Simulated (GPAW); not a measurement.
# SnO2 (I4_1/amd) in GPAW: band structure with LDA

Aim: the band structure of SnO2 with LDA.

Everything below comes from runs of GPAW 26.7.0. Logs are shortened: lines on timing, memory, paths and dates and some standing lists are left out, and cuts for length are marked. The log counts tension as positive stress, the text compression.

## 1. Starting point

It takes space group I4_1/amd (No. 141, tetragonal). Conventional cell: a = 4.000 Å, b = 4.000 Å, c = 10.247 Å, α = 90.00°, β = 90.00°, γ = 90.00°. Around Sn (site symmetry -4m2) lie 6 O at 2.06 to 2.09 Å. O (site symmetry 2mm) is surrounded by 3 Sn at 2.06 to 2.09 Å.

Measurements of this composition are mostly on another form, of space group No. 136.

## 2. Band structure, LDA

The input, run.py:

```python
from ase import Atoms
from ase.dft.bandgap import bandgap
from ase.io import write
from ase.units import GPa
from gpaw import GPAW, PW

atoms = Atoms(['Sn', 'Sn', 'O', 'O', 'O', 'O'],
              cell=[[-2.0000686112, 2.0000686112, 5.1236788559],
                    [2.0000686112, -2.0000686112, 5.1236788559],
                    [2.0000686112, 2.0000686112, -5.1236788559]],
              scaled_positions=[[0.0, 0.0, 0.0],
                                [0.75, 0.25, 0.5],
                                [0.54652259, 0.04652259, 0.5],
                                [0.20347741, 0.20347741, 0.0],
                                [0.95347741, 0.45347741, 0.5],
                                [0.79652259, 0.79652259, 0.0]],
              pbc=True)

calc = GPAW(mode=PW(800),
            xc='LDA',
            kpts={'size': (6, 6, 6), 'gamma': True},
            occupations={'name': 'fermi-dirac', 'width': 0.05},
            nbands=43,
            convergence={'density': 1e-05, 'energy': 1e-05},
            maxiter=150,
            txt='gpaw.txt')
atoms.calc = calc
energy = atoms.get_potential_energy()
forces = atoms.get_forces()
stress = atoms.get_stress()
calc.write('gs.gpw')
write('result.traj', atoms)
print(f'Energy: {energy:.6f} eV')
print('Forces (eV/A):')
print(forces.round(4))
print('Stress (GPa):', (stress / GPa).round(3))
print('Fermi level:', round(calc.get_fermi_level(), 4), 'eV')
print(f'Gap: {bandgap(calc)[0]:.4f} eV, direct: {bandgap(calc, direct=True)[0]:.4f} eV')

path = atoms.cell.bandpath('GXYSGZS1NPY1Z,XP', npoints=60, eps=1e-4)
bs_calc = calc.fixed_density(kpts=path, symmetry='off', nbands=63,
                             convergence={'bands': 'CBM+6.0', 'eigenstates': 1e-6}, txt='bands.txt')
bs = bs_calc.band_structure()
bs.write('bs.json')
print(f'Gap on the path: {bandgap(bs_calc)[0]:.4f} eV')
```

Potentials or basis: the program's PAW data sets (release 1.2.1) made for this functional, pw.

Run with:

```console
$ OMP_NUM_THREADS=1 python run.py
```

gpaw.txt:

```text
__  _  _
 | _ |_)|_||  |
 |__||  | ||/\| - 26.7.0

Input parameters:
  mode=PW(ecut=800.0),
  convergence={'density': 1e-05, 'energy': 1e-05},
  kpts=MonkhorstPack(size=(6, 6, 6), gamma=True),
  maxiter=150,
  nbands=43,
  occupations=Occupations(name='fermi-dirac', width=0.05),
  xc=XC(name='LDA')

Diagonalizing LCAO Hamiltonian
Converting LCAO to pw mode

       O

         O

         Sn

       O O

       Sn

Atoms  # Å, Bohr magnetons
|   | symbol |         x |         y |        z |    initial magnetic moments |
|---|--------|-----------|-----------|----------|-----------------------------|
| 0 |     Sn |  0.000000 |  0.000000 | 0.000000 | ( 0.0000,  0.0000,  0.0000) |
| 1 |     Sn | -0.000000 |  2.000069 | 2.561839 | ( 0.0000,  0.0000,  0.0000) |
| 2 |      O |  0.000000 |  2.000069 | 0.476734 | ( 0.0000,  0.0000,  0.0000) |
| 3 |      O | -0.000000 |  0.000000 | 2.085106 | ( 0.0000,  0.0000,  0.0000) |
| 4 |      O |  0.000000 |  2.000069 | 4.646945 | ( 0.0000,  0.0000,  0.0000) |
| 5 |      O |  0.000000 | -0.000000 | 8.162252 | ( 0.0000,  0.0000,  0.0000) |

Unit cell  # Å
| periodic |         x |         y |         z |  lengths |     angles |
|----------|-----------|-----------|-----------|----------|------------|
|      yes | -2.000069 |  2.000069 |  5.123679 | 5.852575 | 140.033960 |
|      yes |  2.000069 | -2.000069 |  5.123679 | 5.852575 | 140.033960 |
|      yes |  2.000069 |  2.000069 | -5.123679 | 5.852575 |  57.801739 |

Number of symmetries: 8
Symmetry operations  # r_c * U_cc + t_c -> r_c
|   | kind |            matrix            |
|---|------|------------------------------|
| 0 |  σ   |  1, 1, 1,  0, 0,-1,  0,-1, 0 |
| 1 |  E   |  1, 0, 0,  0, 1, 0,  0, 0, 1 |
| 2 |  C2  |  0, 1, 0,  1, 0, 0, -1,-1,-1 |
| 3 |  S4  |  0, 0, 1, -1,-1,-1,  0, 1, 0 |
| 4 |  σ   |  0, 0,-1,  1, 1, 1, -1, 0, 0 |
| 5 |  C2  |  0,-1, 0, -1, 0, 0,  0, 0,-1 |
| 6 |  C2  | -1, 0, 0,  0,-1, 0,  1, 1, 1 |
| 7 |  S4  | -1,-1,-1,  0, 0, 1,  1, 0, 0 |

BZ-sampling:
  Number of BZ points: 216
  Number of IBZ points: 30

  Monkhorst-Pack size: [6, 6, 6]
  Monkhorst-Pack shift: [0.08333333333333333, 0.08333333333333333, 0.08333333333333333]

K-points  # in reciprocal-cell coordinates
|     |                                coordinates |     weight |
|-----|--------------------------------------------|------------|
|   0 | (  0.00000000,   0.00000000,   0.00000000) | 0.00462963 |
|   1 | (  0.16666667,  -0.16666667,   0.00000000) | 0.01851852 |
|   2 | (  0.16666667,  -0.16666667,   0.16666667) | 0.01851852 |
|   3 | (  0.16666667,   0.00000000,   0.00000000) | 0.03703704 |
|   4 | (  0.16666667,   0.16666667,  -0.16666667) | 0.00925926 |
|   5 | (  0.33333333,  -0.33333333,   0.00000000) | 0.01851852 |
|   6 | (  0.33333333,  -0.33333333,   0.16666667) | 0.03703704 |
|   7 | (  0.33333333,  -0.33333333,   0.33333333) | 0.01851852 |
|   8 | (  0.33333333,  -0.16666667,   0.00000000) | 0.07407407 |
|   9 | (  0.33333333,  -0.16666667,   0.16666667) | 0.03703704 |
| ... |                                            |            |
|  29 | (  0.50000000,   0.50000000,   0.50000000) | 0.00462963 |

Plane wave coefficients: 4232
Cutoff: 800.0 eV

Spin-components: 1 (collinear spins)
Bands:           43
Projectors:      32
Spin-degeneracy: 2
Datatype:        complex128

Parallelization:
  kpt:    1
  domain: 1
  band:   1

Density:
  Valence electrons: 52.0
  Components: 1
  Grid points: [40 40 40]
  Charge: 0.0  # |e|

Potential:
  Grid points: [40 40 40]

species:
  Sn:
    name:    Tin
    Z:       50.0
    valence: 14
    core:    36
    charge:  0.0  # [|e|]
    compensation charges:
      type: gauss
      rc: 0.38  # [Å]
      lmax: 2
    cutoffs:
      filter: 2.23  # [Å]
      core: 2.35  # [Å]
    projectors
    | kind |    occ | energy [eV] | rcut [Å] |
    |------|--------|-------------|----------|
    |   5s |  2.000 |     -10.799 |    1.201 |
    |   5p |  2.000 |      -3.869 |    1.270 |
    |   4d | 10.000 |     -25.910 |    1.185 |
    |    s |        |      16.413 |    1.201 |
    |    p |        |      23.342 |    1.270 |
    |    d |        |       1.302 |    1.185 |

    Using partial waves for Sn as LCAO basis

  O:
    name:    Oxygen
    Z:       8.0
    valence: 6
    core:    2
    charge:  0.0  # [|e|]
    compensation charges:
      type: gauss
      rc: 0.21  # [Å]
      lmax: 2
    cutoffs:
      filter: 1.17  # [Å]
      core: 0.83  # [Å]
    projectors
    | kind |    occ | energy [eV] | rcut [Å] |
    |------|--------|-------------|----------|
    |   2s |  2.000 |     -23.752 |    0.688 |
    |   2p |  4.000 |      -9.195 |    0.598 |
    |    s |        |       3.459 |    0.688 |
    |    p |        |      18.016 |    0.598 |
    |    d |        |       0.000 |    0.619 |

    Using partial waves for O as LCAO basis

Reference energy: -343842.805895  # eV

eigensolver:
  PPCG
  Converge bands: occupied
  niter=2

density mixing:
  MSR1-Mixer
  Pratt-step length: 0.05
  Maximum mixing coefficient: 0.75
  Old densities: 10
  SVD Regularization: 0.005
  Good broyden scale: 1.0
  Trust region scale: 1.0
  Backstep threshold: 4.0
  History deletion threshold: 6.0
  Fourier metric: weight=20.0, sigma=0.015

occupation numbers:
  Fermi-Dirac:
    width: 0.0500  # eV

poisson solver:
  ecut: 6400.0  # eV

xc functional:
  name: None

convergence criteria:
- Maximum integral of absolute [dens]ity change: 1e-05 electrons / valence electron
- Maximum [total energy] change in last 3 cyles: 1e-05 eV / valence electron
- Maximum integral of absolute [eigenst]ate change: 4e-08 eV^2 / valence electron
maximum number of iterations: 150

SCF iterations
|iter     | |      energy | eigst |  dens |
|---------|-|-------------|-------|-------|
|iter:   1| |  -49.164255 | +0.51 |       |
|iter:   2| |  -47.709239 | -1.23 | -0.88 |
|iter:   3| |  -43.486008 | -0.76 | -0.93 |
|iter:   4| |  -43.417762 | -2.81 | -1.49 |
|iter:   5| |  -43.405141 | -3.46 | -1.80 |
|iter:   6| |  -43.405012 | -4.14 | -2.83 |
|iter:   7| |  -43.404742c| -4.92 | -3.07 |
|iter:   8| |  -43.404751c| -6.20 | -3.47 |
|iter:   9| |  -43.404752c| -7.90c| -4.54 |
|iter:  10| |  -43.404752c| -8.19c| -5.07c|

Converged in 10 steps
Energy contributions relative to reference atoms: (reference = -343842.805895)

Energy contributions:
  Kinetic:          60.846559
  Coulomb:         -54.761356
  Zero:              0.072385
  External:          0.000000
  Xc:              -49.562339
  Entropy:          -0.000000
  Spinorbit:         0.000000
  ----------------------------
  Free energy:     -43.404752
  Extrapolated:    -43.404752

dipole moment: (-28.150878, -7.424883, 11.783944)  # |e|*Ang

Fermi level: 4.460
Eigenvalues  # (at kpt = [0.000, 0.000, 0.000])
| band index |      eig [eV] | occ [0-2] |
|------------|---------------|-----------|
|          0 |       -16.655 |     2.000 |
|        ... |               |           |
|         18 |         0.118 |     2.000 |
|         19 |         0.118 |     2.000 |
|         20 |         1.920 |     2.000 |
|         21 |         2.549 |     2.000 |
|         22 |         2.944 |     2.000 |
|         23 |         2.944 |     2.000 |
[... 8 lines left out ...]
|         32 |        15.042 |     0.000 |
|         33 |        15.776 |     0.000 |
|        ... |               |           |
|         42 |        22.364 |     0.000 |

Gap: 1.529 eV
Transition (v -> c):
  (s=0, k=15, n=25, [0.33, 0.33, 0.17]) -> (s=0, k=0, n=26, [0.00, 0.00, 0.00])
Direct/indirect transitions are different
Direct gap: 1.905 eV
Transition at: (s=0, k=0, n=25, [0.00, 0.00, 0.00])

Forces  # eV/Ang
|        x |        y |        z |
|----------|----------|----------|
| -0.00000 |  0.00000 |  0.00000 |  # Sn   0
|  0.00000 | -0.00000 |  0.00000 |  # Sn   1
|  0.00000 | -0.00000 |  0.23807 |  # O    2
| -0.00000 |  0.00000 | -0.23805 |  # O    3
|  0.00000 | -0.00000 | -0.23807 |  # O    4
| -0.00000 |  0.00000 |  0.23805 |  # O    5

Stress tensor  # eV/Ang^3
|         x |        y |         z |
|-----------|----------|-----------|
|  0.032315 | 0.000000 | -0.000000 |
|  0.000000 | 0.032315 |  0.000000 |
| -0.000000 | 0.000000 |  0.041568 |

# Writing to gs.gpw (mode='')
```

Run time: 7.8 min. Hardware: 1 thread of Arm Neoverse V1, shared host; peak memory 0.74 GiB.

Results:

```
Free energy             : -43.4048 eV
Pressure                : -5.7 GPa
Largest force           : 0.238 eV/Å
Band gap on the k mesh  : 1.53 eV, indirect (least direct gap 1.90 eV)
Band gap along the path : 1.52 eV, indirect (least direct gap 1.90 eV)
```

Forces in eV/Å, atoms in the order of the input:
```
Sn   0.000  0.000  0.000
Sn   0.000  0.000  0.000
O    0.000  0.000  0.238
O    0.000  0.000 -0.238
O    0.000  0.000 -0.238
O    0.000  0.000  0.238
```

Stress tensor (GPa, compression positive):
```
-5.18  0.00  0.00
 0.00 -5.18  0.00
 0.00  0.00 -6.66
```

Levels at the corners of the path, in eV from the valence-band top:
```csv
point,band 22,band 23,band 24,band 25,band 26,band 27,band 28,band 29,band 30
Γ,-1.07,-0.68,-0.68,-0.39,-0.39,1.52,5.38,9.02,9.54
X,-0.91,-0.83,-0.83,-0.05,-0.05,7.16,7.16,7.48,7.48
Y,-1.17,-0.60,-0.60,-0.07,-0.07,6.65,6.65,7.80,7.80
S,-0.88,-0.72,-0.66,-0.45,-0.45,4.75,6.01,7.43,8.30
Γ,-1.07,-0.68,-0.68,-0.39,-0.39,1.52,5.38,9.02,9.54
Z,-2.82,-1.02,-1.02,-0.28,-0.28,4.12,4.12,7.40,7.40
S1,-0.88,-0.72,-0.66,-0.45,-0.45,4.75,6.01,7.43,8.30
N,-1.13,-0.78,-0.75,-0.58,-0.40,4.83,6.02,7.73,8.44
P,-1.23,-0.71,-0.71,0.00,0.00,7.09,7.09,7.82,7.82
Y1,-1.17,-0.60,-0.60,-0.07,-0.07,6.65,6.65,7.80,7.80
Z,-2.82,-1.02,-1.02,-0.28,-0.28,4.12,4.12,7.40,7.40
X,-0.91,-0.83,-0.83,-0.05,-0.05,7.16,7.16,7.48,7.48
P,-1.23,-0.71,-0.71,0.00,0.00,7.09,7.09,7.82,7.82
```

Caveat: spin-orbit coupling is left out, which moves the levels of the heavy elements; the program warned that so skewed a cell can give wrong results.
